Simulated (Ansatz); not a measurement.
# B3H5: B-11 nuclear quadrupole resonance

Cell: a computed structure from the Materials Project (it need not be an observed phase), atoms as given.

Space group Cmc2_1 (No. 36); a = 7.6556, b = 9.3482, c = 8.5967 Å.

| site | Wyckoff | site symmetry | x | y | z |
| --- | --- | --- | --- | --- | --- |
| B1 | 4a | m.. | 0.5000 | 0.8020 | 0.8669 |
| B3 | 8b | 1 | 0.6840 | 0.7077 | 0.7910 |
| B7 | 8b | 1 | 0.1070 | 0.0699 | 0.6753 |
| B11 | 4a | m.. | 0.5000 | 0.7412 | 0.6752 |
| H13 | 8b | 1 | 0.1748 | 0.0667 | 0.8175 |
| H17 | 8b | 1 | 0.6242 | 0.7329 | 0.9387 |
| H21 | 4a | m.. | 0.5000 | 0.9214 | 0.9126 |
| H23 | 8b | 1 | 0.3275 | 0.2549 | 0.7929 |
| H25 | 4a | m.. | 0.5000 | 0.1784 | 0.0685 |
| H27 | 8b | 1 | 0.2109 | 0.9765 | 0.0861 |

One atom of each set is listed; the run and its k-mesh use a cell of 32 atoms with edges of 6.04, 6.04, 8.60 Å.

Computed with Ansatz: DFT, r2SCAN, plane waves and PAW, scalar-relativistic, 500 eV cutoff, Γ-centred 6×6×4 k-points, Fermi–Dirac smearing 0.05 eV.

B-11: I = 3/2, Q = 40.59 mb (year-2017 value). Static lattice, zero field.

Sites with a gradient: B1 (2 atoms; 3 H at 1.18–1.31 Å, 3 B at 1.74–1.79 Å); B3 (4 atoms; 3 H at 1.18–1.37 Å, 3 B at 1.73–1.79 Å); B7 (4 atoms; 2 H at 1.19–1.33 Å, 3 B at 1.64–1.80 Å); B11 (2 atoms; 1 H at 1.19 Å, 5 B at 1.74–1.80 Å).

(1) The simulated spectrum has lines at 0.479, 0.900, 1.08, 1.32 MHz. Sort them into the sets that belong together, and say which site each set most likely comes from.

## Answers

(1) For I = 3/2 there is one line, ν = (|C_Q|/2)(1 + η²/3)^½. B1: 0.900 MHz (|C_Q| = 1.76 MHz, η = 0.36). B3: 1.08 MHz (|C_Q| = 2.15 MHz, η = 0.18). B7: 1.32 MHz (|C_Q| = 2.34 MHz, η = 0.92). B11: 0.479 MHz (|C_Q| = 0.957 MHz, η = 0.03).

The sites follow from the calculation. At B11 V_zz points along its shortest bond, to H (within 3°).
